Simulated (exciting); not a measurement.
A run of exciting (release sodium) is set up as follows.

input.xml

```xml
<input>
  <title>Ca</title>
  <structure speciespath="./" tshift="false">
    <crystal scale="1">
      <basevect>-4.167233316486 4.167233316486 4.150055529135</basevect>
      <basevect>4.167233316486 -4.167233316486 4.150055529135</basevect>
      <basevect>4.167233316486 4.167233316486 -4.150055529135</basevect>
    </crystal>
    <species speciesfile="Ca.xml" rmt="2.2">
      <atom coord="0.500000000000 0.500000000000 0.000000000000"/>
    </species>
  </structure>
  <groundstate do="fromscratch" ngridk="9 9 9" rgkmax="8.5" gmaxvr="14" lmaxapw="10" lmaxmat="10" lmaxvr="8" xctype="GGA_PBE_SOL" stype="Fermi Dirac" swidth="0.00183747" nempty="8" ValenceRelativity="iora*" epsengy="1e-05" epspot="1e-05" maxscl="60" tforce="true" outputlevel="normal"/>
</input>
```

Potentials or basis: all-electron LAPW+lo, shipped species files, valence relativity iora*.

The run is started by

```sh
$ OMP_NUM_THREADS=1 exciting_smp
```

Problem. Predict the band gap on the k mesh.

Solution. None (metal or under the smearing width).
